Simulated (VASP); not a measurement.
# MnS (Fm-3m) in VASP: further runs

The runs below take MnS through single point, with PBE.

Everything below comes from runs of VASP 6.6.1. Logs are shortened: lines on timing, memory, paths and dates and some standing lists are left out, and cuts for length are marked.

**1. The structure**

It takes space group Fm-3m (No. 225, cubic). The conventional cell has a = 5.209 Å, b = 5.209 Å, c = 5.209 Å, α = 90.00°, β = 90.00°, γ = 90.00°. Mn (site symmetry m-3m) has 6 S at 2.60 Å as nearest neighbours. Around S (site symmetry m-3m) lie 6 Mn at 2.60 Å.

**2. Single point, PBE**

INCAR

```
ALGO = Normal
EDIFF = 1E-7
ENCUT = 520
GGA = PE
ISIF = 2
ISMEAR = 0
LASPH = True
LCHARG = False
LREAL = False
LWAVE = False
NBANDS = 16
NELM = 100
PREC = Accurate
SIGMA = 0.05
```

KPOINTS

```
k-points
0
Gamma
  12 12 12
```

POSCAR

```
MnS
1.0
    0.0000000000      2.6045000000      2.6045000000
    2.6045000000      0.0000000000      2.6045000000
    2.6045000000      2.6045000000      0.0000000000
Mn S
1 1
Direct
    0.0000000000      0.0000000000      0.0000000000
    0.5000000000      0.5000000000      0.5000000000
```

Potentials or basis: VASP PAW PBE potentials, release 64 (Mn_pv, S).

On the command line:

```bash
$ cat potpaw_PBE.64/Mn_pv/POTCAR potpaw_PBE.64/S/POTCAR > POTCAR
$ mpirun -np 1 vasp_std > vasp.out
```

OUTCAR:

```text
EDIFF = 1E-7
   ENCUT = 520
   GGA = PE
   ISIF = 2
   ISMEAR = 0
   LASPH = True
   LREAL = False
   NELM = 100
   PREC = Accurate

 ion  position               nearest neighbor table
   1  0.000  0.000  0.000-   2 2.60   2 2.60   2 2.60   2 2.60   2 2.60   2 2.60
   2  0.500  0.500  0.500-   1 2.60   1 2.60   1 2.60   1 2.60   1 2.60   1 2.60

  LATTYP: Found a face centered cubic cell.
 ALAT       =     5.2090000000

  Lattice vectors:

 A1 = (   0.0000000000,   2.6045000000,   2.6045000000)
 A2 = (   2.6045000000,   0.0000000000,   2.6045000000)
 A3 = (   2.6045000000,   2.6045000000,   0.0000000000)

Analysis of symmetry for initial positions (statically):
=====================================================================
 Subroutine PRICEL returns:
 Original cell was already a primitive cell.

 Routine SETGRP: Setting up the symmetry group for a
 face centered cubic supercell.

 Subroutine GETGRP returns: Found 48 space group operations
 (whereof 48 operations were pure point group operations)
 out of a pool of 48 trial point group operations.

The static configuration has the point symmetry O_h .

Analysis of symmetry for dynamics (positions and initial velocities):
=====================================================================
 Subroutine PRICEL returns:
 Original cell was already a primitive cell.

 Routine SETGRP: Setting up the symmetry group for a
 face centered cubic supercell.

 Subroutine GETGRP returns: Found 48 space group operations
 (whereof 48 operations were pure point group operations)
 out of a pool of 48 trial point group operations.

The dynamic configuration has the point symmetry O_h .

 Subroutine INISYM returns: Found 48 space group operations
 (whereof 48 operations are pure point group operations),
 and found     1 'primitive' translations

----------------------------------------------------------------------------------------

                                     Primitive cell

  volume of cell :      35.3348

  direct lattice vectors                    reciprocal lattice vectors
     0.000000000  2.604500000  2.604500000    -0.191975427  0.191975427  0.191975427
     2.604500000  0.000000000  2.604500000     0.191975427 -0.191975427  0.191975427
     2.604500000  2.604500000  0.000000000     0.191975427  0.191975427 -0.191975427

  length of vectors
     3.683319223  3.683319223  3.683319223     0.332511194  0.332511194  0.332511194

[... 75 lines left out ...]
   LNONCOLLINEAR =      F non collinear calculations
   LSORBIT =      F    spin-orbit coupling
   LASPH  =      T    aspherical Exc in radial PAW
   ENCUT  =  520.0 eV  38.22 Ry    6.18 a.u.   6.85  6.85  6.85*2*pi/ulx,y,z
   NELM   =    100;   NELMIN=  2; NELMDL= -5     # of ELM steps
   EDIFF  = 0.1E-06   stopping-criterion for ELM
   LREAL  =      F    real-space projection
   EDIFFG = 0.1E-05   stopping-criterion for IOM
   NSW    =      0    number of steps for IOM
   IBRION =     -1    ionic relax: 0-MD 1-quasi-New 2-CG
   NFREE  =      0    steps in history (QN), initial steepest desc. (CG)
   ISIF   =      2    stress and relaxation
   ISYM   =      2    0-nonsym 1-usesym 2-fastsym
   POTIM  = 0.5000    time-step for ionic-motion
   TEBEG  =    0.0;   TEEND  =   0.0 temperature during run
   PSTRESS=    0.0 pullay stress
   NELECT =      19.0000    total number of electrons
   NUPDOWN=      -1.0000    fix difference up-down
   EMIN   =  10.00;   EMAX   =-10.00  energy-range for DOS
   EFERMI =   0.00;   METHOD = LEGACY
   ISMEAR =     0;   SIGMA  =   0.05  broadening in eV -4-tet -1-fermi 0-gaus
   EFERMI_NEDOS =   21; number of points for ismear=-14 and -15
   IALGO  =     38    algorithm
   IMIX   =      4    mixing-type and parameters
     AMIX     =   0.40;   BMIX     =  1.00
     AMIX_MAG =   1.60;   BMIX_MAG =  1.00
  volume/ion in A,a.u.               =      17.67       119.23
  Fermi-wavevector in a.u.,A,eV,Ry     =   1.331246  2.515690 24.112464  1.772216
  Thomas-Fermi vector in A             =   2.460272
   LORBIT       =      0    0 simple, 1 ext, 2 COOP (PROOUT), +10 PAW based schemes
   GGA     = PE    functional components
   LHFCALC =     F    Hartree Fock is set to
   AEXX    =    0.0000 exact exchange contribution
   IVDW    =     0    specifies the selected vdW correction
   LEPSILON=     F    determine dielectric tensor
   LRPA    =     F    only Hartree local field effects (RPA)
 non-spin polarized calculation
 Gauss-broadening in eV      SIGMA  =   0.05
  energy-cutoff  :      520.00
  volume of cell :       35.33
 maximum number of plane-waves:       963
   NGX = 13   NGY = 13   NGZ = 13

 number of electron      18.9999987 magnetization

 Free energy of the ion-electron system (eV)
  ---------------------------------------------------
  ext. energy  EPLUGINS =         0.00000000
  ---------------------------------------------------
  free energy    TOTEN  =       -11.89254801 eV

  energy without entropy =      -11.87420885  energy(sigma->0) =      -11.88337843

 E-fermi :   6.0587     XC(G=0): -10.7290

 val. band max:        6.0568355914   @ k =   0.4167   0.0000   0.0000
 cond. band min:       6.0591574141   @ k =  -0.4167   0.1667   0.0000
 fundamental gap:      0.0023218227
 Fermi energy:         6.0587324576

 k-point     1 :       0.0000    0.0000    0.0000
  band No.  band energies     occupation
      1     -41.7449      2.00000
      2     -41.7449      2.00000
      3     -41.7449      2.00000
      4      -8.2402      2.00000
      5       4.3904      2.00000
      6       4.3904      2.00000
[... 433 lines left out ...]
      3     -41.7466      2.00000
      4      -6.9533      2.00000
      5       0.0766      2.00000
      6       2.0652      2.00000
[... 8 lines left out ...]
     15      13.2694      0.00000
     16      15.0437      0.00000

 [... further k-points ...]
[... 5 lines left out ...]
  --------------------------------------------------------------------------------------
  -------------------------------------------------------------------------------------
  Total       -5.1572877     -5.1572877     -5.1572877     -0.0000000     -0.0000000     -0.0000000
  in kB     -233.8454165   -233.8454165   -233.8454165     -0.0000000     -0.0000000     -0.0000000
  external PRESSURE =    -233.8454165 kB  Pullay stress =       0.0000000 kB

 VOLUME and BASIS-vectors are now :
 -----------------------------------------------------------------------------
  energy-cutoff  :      520.00
  volume of cell :       35.33
      direct lattice vectors                 reciprocal lattice vectors
     0.000000000  2.604500000  2.604500000    -0.191975427  0.191975427  0.191975427
     2.604500000  0.000000000  2.604500000     0.191975427 -0.191975427  0.191975427
     2.604500000  2.604500000  0.000000000     0.191975427  0.191975427 -0.191975427

 POSITION                                       TOTAL-FORCE (eV/Angst)
 -----------------------------------------------------------------------------------
      0.00000      0.00000      0.00000        -0.000000      0.000000      0.000000
      2.60450      2.60450      2.60450         0.000000     -0.000000     -0.000000
 -----------------------------------------------------------------------------------
    total drift:                               -0.000000      0.000000      0.000000

  FREE ENERGIE OF THE ION-ELECTRON SYSTEM (eV)
  ---------------------------------------------------
  free  energy   TOTEN  =       -11.8925480146 eV

  energy  without entropy=      -11.8742088515  energy(sigma->0) =      -11.88337843
```

OSZICAR:

```text
N       E                     dE             d eps       ncg     rms          rms(c)
DAV:   1     0.136534077338E+03    0.13653E+03   -0.10563E+04  2344   0.122E+03
DAV:   2    -0.744517975497E+01   -0.14398E+03   -0.13907E+03  2712   0.319E+02
DAV:   3    -0.133704681456E+02   -0.59253E+01   -0.58483E+01  2760   0.699E+01
DAV:   4    -0.134443532603E+02   -0.73885E-01   -0.73851E-01  2792   0.812E+00
DAV:   5    -0.134458508642E+02   -0.14976E-02   -0.14976E-02  2720   0.120E+00    0.109E+01
DAV:   6    -0.144506717590E+02   -0.10048E+01   -0.18280E+01  2328   0.481E+01    0.177E+01
DAV:   7    -0.119526291681E+02    0.24980E+01   -0.13226E+01  2312   0.382E+01    0.379E+00
DAV:   8    -0.118890299458E+02    0.63599E-01   -0.48120E-01  2336   0.642E+00    0.956E-01
DAV:   9    -0.118918837583E+02   -0.28538E-02   -0.30454E-02  2440   0.179E+00    0.436E-01
DAV:  10    -0.118925002546E+02   -0.61650E-03   -0.12091E-03  2968   0.391E-01    0.190E-01
DAV:  11    -0.118926179302E+02   -0.11768E-03   -0.53394E-04  2968   0.275E-01    0.765E-02
DAV:  12    -0.118925488196E+02    0.69111E-04   -0.17665E-04  2376   0.173E-01    0.149E-02
DAV:  13    -0.118925477445E+02    0.10751E-05   -0.13909E-05  2664   0.313E-02    0.775E-03
DAV:  14    -0.118925479736E+02   -0.22915E-06   -0.96947E-07  2608   0.867E-03    0.503E-03
DAV:  15    -0.118925480146E+02   -0.40972E-07   -0.76831E-08  2000   0.192E-03
   1 F= -.11892548E+02 E0= -.11883378E+02  d E =-.183392E-01
```

stdout:

```text
POSCAR found type information on POSCAR MnS
 POSCAR found :  2 types and       2 ions
 scaLAPACK will be used
 LDA part: xc-table for (Slater+PW92), standard interpolation
 POSCAR, INCAR and KPOINTS ok, starting setup
 FFT: planning ... GRIDC
 FFT: planning ... GRID_SOFT
 FFT: planning ... GRID
 WAVECAR not read
 entering main loop
```

It took 68 s on 1 thread of AMD EPYC 7R43 (Zen 3), shared host; peak memory 0.14 GiB.

Results:

```yaml
Free_energy: -11.8925 eV
Pressure: -23.4 GPa
Band_gap_on_the_k_mesh: none (metal or under the smearing width)
```

Caveat: so large a pressure means that the cell lies far from this level's equilibrium, or that cutoff or potentials fall short; the run has no spin polarisation, though such a crystal can be magnetic; semilocal functionals often make such compounds metallic where correlation or magnetic order opens a gap, which also shifts bond lengths. Spin polarisation is off, so any magnetic state and its effect on volume and gap are missing.

**3. Single point, PBE**

This run uses another cell than the first one, of 14.31 Å³/atom, 0.810 times its volume.

INCAR

```
PREC = Accurate
ENCUT = 520
EDIFF = 1E-6
ISMEAR = 0
SIGMA = 0.05
LREAL = False
LASPH = True
NELM = 60
ALGO = Fast
ISIF = 2
LWAVE = False
LCHARG = False
GGA = PE
NBANDS = 16
```

KPOINTS

```
Automatic mesh
0
Gamma
  12 12 12
```

POSCAR

```
MnS
1.0
    0.0000000000      2.4278361185      2.4278361185
    2.4278361185      0.0000000000      2.4278361185
    2.4278361185      2.4278361185      0.0000000000
Mn S
1 1
Direct
    0.0000000000      0.0000000000      0.0000000000
    0.5000000000      0.5000000000      0.5000000000
```

Potentials or basis: VASP PAW PBE potentials, release 64 (Mn_pv, S).

On the command line:

```bash
$ cat potpaw_PBE.64/Mn_pv/POTCAR potpaw_PBE.64/S/POTCAR > POTCAR
$ mpirun -np 1 vasp_std > vasp.out
```

OUTCAR:

```text
PREC = Accurate
   ENCUT = 520
   EDIFF = 1E-6
   ISMEAR = 0
   LREAL = False
   LASPH = True
   NELM = 60
   ISIF = 2
   GGA = PE

 ion  position               nearest neighbor table
   1  0.000  0.000  0.000-   2 2.43   2 2.43   2 2.43   2 2.43   2 2.43   2 2.43
   2  0.500  0.500  0.500-   1 2.43   1 2.43   1 2.43   1 2.43   1 2.43   1 2.43

  LATTYP: Found a face centered cubic cell.
 ALAT       =     4.8556722370

  Lattice vectors:

 A1 = (   0.0000000000,   2.4278361185,   2.4278361185)
 A2 = (   2.4278361185,   0.0000000000,   2.4278361185)
[... 629 lines left out ...]
      5       1.2909      2.00000
      6       3.6467      2.00000
[... 8 lines left out ...]
     15      16.3380      0.00000
     16      19.0509      0.00000

 [... further k-points ...]
[... 5 lines left out ...]
  --------------------------------------------------------------------------------------
  -------------------------------------------------------------------------------------
  Total       -2.2165631     -2.2165631     -2.2165631      0.0000000      0.0000000     -0.0000000
  in kB     -124.0802271   -124.0802271   -124.0802271      0.0000000      0.0000000     -0.0000000
  external PRESSURE =    -124.0802271 kB  Pullay stress =       0.0000000 kB

 VOLUME and BASIS-vectors are now :
 -----------------------------------------------------------------------------
  energy-cutoff  :      520.00
  volume of cell :       28.62
      direct lattice vectors                 reciprocal lattice vectors
     0.000000000  2.427836119  2.427836119    -0.205944708  0.205944708  0.205944708
     2.427836119  0.000000000  2.427836119     0.205944708 -0.205944708  0.205944708
     2.427836119  2.427836119  0.000000000     0.205944708  0.205944708 -0.205944708

 POSITION                                       TOTAL-FORCE (eV/Angst)
 -----------------------------------------------------------------------------------
      0.00000      0.00000      0.00000         0.000000      0.000000     -0.000000
      2.42784      2.42784      2.42784         0.000000     -0.000000      0.000000
 -----------------------------------------------------------------------------------
    total drift:                               -0.000000      0.000000      0.000000

  FREE ENERGIE OF THE ION-ELECTRON SYSTEM (eV)
  ---------------------------------------------------
  free  energy   TOTEN  =       -12.7050531670 eV

  energy  without entropy=      -12.6905841557  energy(sigma->0) =      -12.69781866
```

OSZICAR:

```text
N       E                     dE             d eps       ncg     rms          rms(c)
DAV:   1     0.141030659415E+03    0.14103E+03   -0.10598E+04  2304   0.129E+03
DAV:   2    -0.847910716494E+01   -0.14951E+03   -0.14408E+03  2592   0.334E+02
DAV:   3    -0.141150807417E+02   -0.56360E+01   -0.55724E+01  2800   0.701E+01
DAV:   4    -0.141785053760E+02   -0.63425E-01   -0.63399E-01  2760   0.776E+00
DAV:   5    -0.141796897083E+02   -0.11843E-02   -0.11843E-02  2832   0.107E+00    0.131E+01
RMM:   6    -0.146932780786E+02   -0.51359E+00   -0.11985E+01  2565   0.320E+01    0.144E+01
RMM:   7    -0.127395846854E+02    0.19537E+01   -0.29961E+00  2492   0.159E+01    0.429E+00
RMM:   8    -0.127147052534E+02    0.24879E-01   -0.90951E-02  2644   0.255E+00    0.119E+00
RMM:   9    -0.127045383161E+02    0.10167E-01   -0.25364E-02  2676   0.163E+00    0.195E-01
RMM:  10    -0.127049842376E+02   -0.44592E-03   -0.34625E-03  2718   0.461E-01    0.124E-01
RMM:  11    -0.127050398046E+02   -0.55567E-04   -0.43577E-04  2998   0.181E-01    0.286E-02
RMM:  12    -0.127050514029E+02   -0.11598E-04   -0.12625E-04  3108   0.680E-02    0.216E-02
RMM:  13    -0.127050527943E+02   -0.13914E-05   -0.16111E-05  2526   0.273E-02    0.224E-02
RMM:  14    -0.127050531670E+02   -0.37269E-06   -0.26980E-06  1785   0.144E-02
   1 F= -.12705053E+02 E0= -.12697819E+02  d E =-.144690E-01
```

Wall time 64 s (1 thread of AMD EPYC 7R43 (Zen 3), shared host); peak memory 0.13 GiB.

Results:

* Free energy: -12.7051 eV
* Pressure: -12.4 GPa
* Band gap on the k mesh: none (metal or under the smearing width)

Levels at points of the mesh, in eV from the Fermi level:
| k point | band 5 | band 6 | band 7 | band 8 | band 9 | band 10 | band 11 | band 12 | band 13 | band 14 |
| --- | --- | --- | --- | --- | --- | --- | --- | --- | --- | --- |
| (0.00, 0.00, 0.00) | -1.76 | -1.76 | -1.76 | -1.36 | -1.36 | -1.36 | -1.24 | -1.24 | 4.36 | 10.08 |
| (0.50, 0.00, 0.00) | -7.74 | -4.51 | -4.51 | -0.26 | -0.26 | 0.12 | 2.85 | 2.85 | 3.65 | 6.44 |
| (0.50, 0.50, 0.00) | -6.65 | -3.70 | -3.70 | -2.54 | -0.75 | 0.01 | 0.01 | 0.55 | 2.63 | 7.15 |

Caveat: the run has no spin polarisation, though such a crystal can be magnetic; semilocal functionals often make such compounds metallic where correlation or magnetic order opens a gap, which also shifts bond lengths. Spin polarisation is off, so any magnetic state and its effect on volume and gap are missing.
